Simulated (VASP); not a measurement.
# SiGe3 (P4/mmm) in VASP: relaxation of cell and atoms with PBE

Aim: the relaxation of cell and atoms of SiGe3 with PBE.

Program: VASP 6.6.1. These are calculated values, not measurements. Logs are shortened: lines on timing, memory, paths and dates and some standing lists are left out, and cuts for length are marked.

## Step 1: The structure

The structure is tetragonal, space group P4/mmm (No. 123). Conventional cell: a = 3.311 Å, b = 3.311 Å, c = 8.388 Å, α = 90.00°, β = 90.00°, γ = 90.00°. Around Si (site symmetry 4/mmm) lie 8 Ge at 3.05 Å and 4 Si at 3.31 Å. Ge (site symmetry 4mm) has 4 Si at 3.05 Å and 8 Ge at 3.24 to 3.31 Å as nearest neighbours. Ge (site symmetry 4/mmm) has 12 Ge at 3.24 to 3.31 Å as nearest neighbours.

The cell was built by a generator and needn't be a form met in nature.

## Step 2: Relaxation of cell and atoms, PBE

Input file INCAR:

```
ALGO = Fast ; EDIFF = 1E-4
EDIFFG = -0.08 ; ENCUT = 520
GGA = PE ; IBRION = 2
ISIF = 3 ; ISMEAR = 0
LASPH = True ; LCHARG = False
LREAL = False ; LWAVE = False
NELM = 60 ; NSW = 24
PREC = Normal ; SIGMA = 0.15
```

Input file KPOINTS:

```
k-points
0
Gamma
  6 6 3
```

Input file POSCAR:

```
SiGe3
1.0
    3.3105895000      0.0000000000      0.0000000000
    0.0000000000      3.3105895000      0.0000000000
    0.0000000000      0.0000000000      8.3883502500
Si Ge
1 3
Direct
    0.0000000000      0.0000000000      0.0000000000
    0.5000000000      0.5000000000      0.7661913000
    0.0000000000      0.0000000000      0.5000000000
    0.5000000000      0.5000000000      0.2338087000
```

Potentials or basis: VASP PAW PBE potentials, release 64 (Si, Ge_d).

Command:

```console
$ cat potpaw_PBE.64/Si/POTCAR potpaw_PBE.64/Ge_d/POTCAR > POTCAR
$ mpirun -np 1 vasp_std > vasp.out
```

OUTCAR:

```text
EDIFF = 1E-4
   EDIFFG = -0.08
   ENCUT = 520
   GGA = PE
   IBRION = 2
   ISIF = 3
   ISMEAR = 0
   LASPH = True
   LREAL = False
   NELM = 60
   NSW = 24
   PREC = Normal

 ion  position               nearest neighbor table
   1  0.000  0.000  0.000-
   2  0.500  0.500  0.766-
   3  0.000  0.000  0.500-
   4  0.500  0.500  0.234-

  LATTYP: Found a simple tetragonal cell.
 ALAT       =     3.3105895000
 C/A-ratio  =     2.5337935283

  Lattice vectors:

 A1 = (   3.3105895000,   0.0000000000,   0.0000000000)
 A2 = (   0.0000000000,   3.3105895000,   0.0000000000)
 A3 = (   0.0000000000,   0.0000000000,   8.3883502500)

Analysis of symmetry for initial positions (statically):
=====================================================================
 Subroutine PRICEL returns:
 Original cell was already a primitive cell.

 Routine SETGRP: Setting up the symmetry group for a
 simple tetragonal supercell.

 Subroutine GETGRP returns: Found 16 space group operations
 (whereof 16 operations were pure point group operations)
 out of a pool of 16 trial point group operations.

The static configuration has the point symmetry D_4h.

Analysis of symmetry for dynamics (positions and initial velocities):
=====================================================================
 Subroutine PRICEL returns:
 Original cell was already a primitive cell.

 Routine SETGRP: Setting up the symmetry group for a
 simple tetragonal supercell.

 Subroutine GETGRP returns: Found 16 space group operations
 (whereof 16 operations were pure point group operations)
 out of a pool of 16 trial point group operations.

The dynamic configuration has the point symmetry D_4h.

 Subroutine INISYM returns: Found 16 space group operations
 (whereof 16 operations are pure point group operations),
 and found     1 'primitive' translations

----------------------------------------------------------------------------------------

                                     Primitive cell

  volume of cell :      91.9363

  direct lattice vectors                    reciprocal lattice vectors
     3.310589500  0.000000000  0.000000000     0.302061008  0.000000000  0.000000000
     0.000000000  3.310589500  0.000000000     0.000000000  0.302061008  0.000000000
     0.000000000  0.000000000  8.388350250     0.000000000  0.000000000  0.119212953

  length of vectors
     3.310589500  3.310589500  8.388350250     0.302061008  0.302061008  0.119212953

  position of ions in fractional coordinates (direct lattice)
     0.000000000  0.000000000  0.000000000
     0.500000000  0.500000000  0.766191300
     0.000000000  0.000000000  0.500000000
     0.500000000  0.500000000  0.233808700

  ion indices of the primitive-cell ions
   primitive index   ion index
                 1           1
                 2           2
                 3           3
                 4           4

----------------------------------------------------------------------------------------

 KPOINTS: k-points

Automatic generation of k-mesh.
 Grid dimensions read from file:
 generate k-points for:    6    6    3

 Generating k-lattice:

  Cartesian coordinates                     Fractional coordinates (reciprocal lattice)
     0.050343501  0.000000000  0.000000000     0.166666667  0.000000000  0.000000000
     0.000000000  0.050343501  0.000000000     0.000000000  0.166666667  0.000000000
     0.000000000  0.000000000  0.039737651     0.000000000  0.000000000  0.333333333

  Length of vectors
     0.050343501  0.050343501  0.039737651

  Shift w.r.t. Gamma in fractional coordinates (k-lattice)
     0.000000000  0.000000000  0.000000000

 Subroutine IBZKPT returns following result:
 ===========================================

 Found     20 irreducible k-points:

 Following reciprocal coordinates:
            Coordinates               Weight
  0.000000  0.000000  0.000000      1.000000
  0.166667  0.000000  0.000000      4.000000
  0.333333  0.000000  0.000000      4.000000
  0.500000  0.000000  0.000000      2.000000
  0.166667  0.166667  0.000000      4.000000
  0.333333  0.166667  0.000000      8.000000
[... 12 lines left out ...]
  0.500000  0.333333  0.333333      8.000000
  0.500000  0.500000  0.333333      2.000000
   k-points           NKPTS =     20   k-points in BZ     NKDIM =     20   number of bands    NBANDS=     27
   number of dos      NEDOS =    301   number of ions     NIONS =      4
   total plane-waves  NPLWV =  15552
   dimension x,y,z NGX =    18 NGY =   18 NGZ =   48
   dimension x,y,z NGXF=    36 NGYF=   36 NGZF=   96
   ions per type =               1   3
   NGX,Y,Z   is equivalent  to a cutoff of   9.04,  9.04,  9.51 a.u.
   NGXF,Y,Z  is equivalent  to a cutoff of  18.08, 18.08, 19.03 a.u.
 SYSTEM =  unknown system
   PREC   = normal    normal or accurate (medium, high low for compatibility)
   ISTART =      0    job   : 0-new  1-cont  2-samecut
   ICHARG =      2    charge: 1-file 2-atom 10-const
   ISPIN  =      1    spin polarized calculation?
   LNONCOLLINEAR =      F non collinear calculations
   LSORBIT =      F    spin-orbit coupling
   LASPH  =      T    aspherical Exc in radial PAW
   ENCUT  =  520.0 eV  38.22 Ry    6.18 a.u.   6.16  6.16 15.60*2*pi/ulx,y,z
   NELM   =     60;   NELMIN=  2; NELMDL= -5     # of ELM steps
   EDIFF  = 0.1E-03   stopping-criterion for ELM
   LREAL  =      F    real-space projection
   EDIFFG = -.8E-01   stopping-criterion for IOM
   NSW    =     24    number of steps for IOM
   IBRION =      2    ionic relax: 0-MD 1-quasi-New 2-CG
   NFREE  =      1    steps in history (QN), initial steepest desc. (CG)
   ISIF   =      3    stress and relaxation
   ISYM   =      2    0-nonsym 1-usesym 2-fastsym
   POTIM  = 0.5000    time-step for ionic-motion
   TEBEG  =    0.0;   TEEND  =   0.0 temperature during run
   PSTRESS=    0.0 pullay stress
   NELECT =      46.0000    total number of electrons
   NUPDOWN=      -1.0000    fix difference up-down
   EMIN   =  10.00;   EMAX   =-10.00  energy-range for DOS
   EFERMI =   0.00;   METHOD = LEGACY
   ISMEAR =     0;   SIGMA  =   0.15  broadening in eV -4-tet -1-fermi 0-gaus
   EFERMI_NEDOS =   21; number of points for ismear=-14 and -15
   IALGO  =     68    algorithm
   IMIX   =      4    mixing-type and parameters
     AMIX     =   0.40;   BMIX     =  1.00
     AMIX_MAG =   1.60;   BMIX_MAG =  1.00
  volume/ion in A,a.u.               =      22.98       155.10
  Fermi-wavevector in a.u.,A,eV,Ry     =   1.299666  2.456012 22.982026  1.689131
  Thomas-Fermi vector in A             =   2.430915
   LORBIT       =      0    0 simple, 1 ext, 2 COOP (PROOUT), +10 PAW based schemes
   GGA     = PE    functional components
   LHFCALC =     F    Hartree Fock is set to
   AEXX    =    0.0000 exact exchange contribution
   IVDW    =     0    specifies the selected vdW correction
   LEPSILON=     F    determine dielectric tensor
   LRPA    =     F    only Hartree local field effects (RPA)
 conjugate gradient relaxation of ions
 non-spin polarized calculation
 RMM-DIIS sequential band-by-band and
 Gauss-broadening in eV      SIGMA  =   0.15
  energy-cutoff  :      520.00
  volume of cell :       91.94
 maximum number of plane-waves:      2503
   NGX = 13   NGY = 13   NGZ = 31

--------------------------------------- Ionic step        1  -------------------------------------------

 number of electron      45.9999786 magnetization

 Free energy of the ion-electron system (eV)
  ---------------------------------------------------
  ext. energy  EPLUGINS =         0.00000000
  ---------------------------------------------------
  free energy    TOTEN  =       -16.66315727 eV

  energy without entropy =      -16.63933673  energy(sigma->0) =      -16.65124700

------------------------ aborting loop because EDIFF is reached ----------------------------------------

  FORCE on cell =-STRESS in cart. coord.  units (eV):
  Direction    XX          YY          ZZ          XY          YZ          ZX
  --------------------------------------------------------------------------------------
  -------------------------------------------------------------------------------------
  Total       -5.0285376     -5.0285376     -7.4364865      0.0000000      0.0000000     -0.0000000
  in kB      -87.6324715    -87.6324715   -129.5958679      0.0000000      0.0000000     -0.0000000
  external PRESSURE =    -101.6202703 kB  Pullay stress =       0.0000000 kB
[... 95 lines left out ...]
  FREE ENERGIE OF THE ION-ELECTRON SYSTEM (eV)
  ---------------------------------------------------
  free  energy   TOTEN  =       -17.3900961238 eV

  energy  without entropy=      -17.3677283351  energy(sigma->0) =      -17.37891223

[... ionic steps 4 to 9 ...]

--------------------------------------- Ionic step       10  -------------------------------------------

 number of electron      46.0000031 magnetization

------------------------ aborting loop because EDIFF is reached ----------------------------------------

  FORCE on cell =-STRESS in cart. coord.  units (eV):
  Direction    XX          YY          ZZ          XY          YZ          ZX
  --------------------------------------------------------------------------------------
  -------------------------------------------------------------------------------------
  Total       -0.1185004     -0.1185004     -0.1929685      0.0000000     -0.0000000      0.0000000
  in kB       -2.5495583     -2.5495583     -4.1517552      0.0000000     -0.0000000      0.0000000
  external PRESSURE =      -3.0836239 kB  Pullay stress =       0.0000000 kB
[... 61 lines left out ...]
  energy  without entropy=      -17.4331964937  energy(sigma->0) =      -17.44001202

--------------------------------------- Ionic step       12  -------------------------------------------

 number of electron      46.0000095 magnetization

 Free energy of the ion-electron system (eV)
  ---------------------------------------------------
  ext. energy  EPLUGINS =         0.00000000
  ---------------------------------------------------
  free energy    TOTEN  =       -17.44832985 eV

  energy without entropy =      -17.43487533  energy(sigma->0) =      -17.44160259

 E-fermi :   7.0392     XC(G=0): -11.0884

 val. band max:        6.8852149703   @ k =   0.5000   0.1667   0.0000
 cond. band min:       7.1335706506   @ k =   0.5000   0.5000   0.3333
 fundamental gap:      0.2483556802
 Fermi energy:         7.0391756679

 k-point     1 :       0.0000    0.0000    0.0000
  band No.  band energies     occupation
      1     -17.7619      2.00000
      2     -17.7341      2.00000
      3     -17.7249      2.00000
      4     -17.7249      2.00000
      5     -17.7154      2.00000
      6     -17.6717      2.00000
[... 620 lines left out ...]
  FREE ENERGIE OF THE ION-ELECTRON SYSTEM (eV)
  ---------------------------------------------------
  free  energy   TOTEN  =       -17.4483298452 eV

  energy  without entropy=      -17.4348753254  energy(sigma->0) =      -17.44160259

 reached required accuracy - stopping structural energy minimisation
```

Wall time 3.2 min (1 thread of Intel Xeon Platinum 8375C at 2.90GHz (Ice Lake), shared host); peak memory 0.17 GiB.

Results:

* Free energy: -17.4483 eV
* Relaxed volume: 18.52 Å³/atom
* Relaxed cell: a = 3.224 Å, b = 3.224 Å, c = 7.126 Å, α = 90.00°, β = 90.00°, γ = 90.00°
* Space group after relaxing (to 0.05 Å): P4/mmm (No. 123)
* Energy gained by relaxing: 196.3 meV/atom
* Ionic steps: 12
* Pressure after relaxing: -0.3 GPa
* Largest force after relaxing: 0.039 eV/Å

Forces in eV/Å, atoms in the order of the input:
```
Si   0.000  0.000  0.000
Ge   0.000  0.000 -0.039
Ge   0.000  0.000  0.000
Ge   0.000  0.000  0.039
```

Step by step:
```csv
step,energy change (eV),largest force (eV/Å),pressure (GPa),volume (Å³)
1,0.0000,0.4399,-10.16,91.94
2,-0.7240,0.2052,0.15,73.85
3,-0.7269,0.1456,1.79,73.46
4,-0.7417,0.1279,-2.53,75.66
5,-0.7413,0.2137,-2.91,74.86
6,-0.7575,0.1149,-1.37,74.82
7,-0.7690,0.0412,-1.55,74.73
8,-0.7839,0.1312,-0.35,74.45
9,-0.7824,0.0077,-1.14,74.53
10,-0.7838,0.1201,-0.31,74.47
11,-0.7837,0.0671,-0.66,74.48
12,-0.7852,0.0391,-0.27,74.06
```

Final structure:
```cif
data_structure
_symmetry_space_group_name_H-M 'P 1'
_symmetry_Int_Tables_number 1
_cell_length_a 3.2240
_cell_length_b 3.2240
_cell_length_c 7.1255
_cell_angle_alpha 90.000
_cell_angle_beta 90.000
_cell_angle_gamma 90.000
_cell_volume 74.06
loop_
_atom_site_label
_atom_site_type_symbol
_atom_site_fract_x
_atom_site_fract_y
_atom_site_fract_z
_atom_site_occupancy
Si1 Si 0.00000 0.00000 0.00000 1
Ge1 Ge 0.50000 0.50000 0.77323 1
Ge2 Ge 0.00000 0.00000 0.50000 1
Ge3 Ge 0.50000 0.50000 0.22677 1
```

Levels at points of the mesh, in eV from the Fermi level:
| k point | band 21 | band 22 | band 23 | band 24 | band 25 | band 26 |
| --- | --- | --- | --- | --- | --- | --- |
| (0.00, 0.00, 0.00) | 0.15 | 0.15 | 2.88 | 3.16 | 3.16 | 3.29 |
| (0.50, 0.00, 0.00) | -5.42 | 1.71 | 1.78 | 1.89 | 2.36 | 3.48 |
| (0.50, 0.50, 0.00) | -5.00 | -2.17 | -2.17 | -2.02 | -2.02 | -1.58 |

Caveat: the volume moved by over 15 % at a fixed basis, so the end points are rough; the bands computed are all filled at some k points, so no gap is given; the relaxation stopped at a loose force limit of 0.08 eV/Å, so its end isn't a converged minimum.
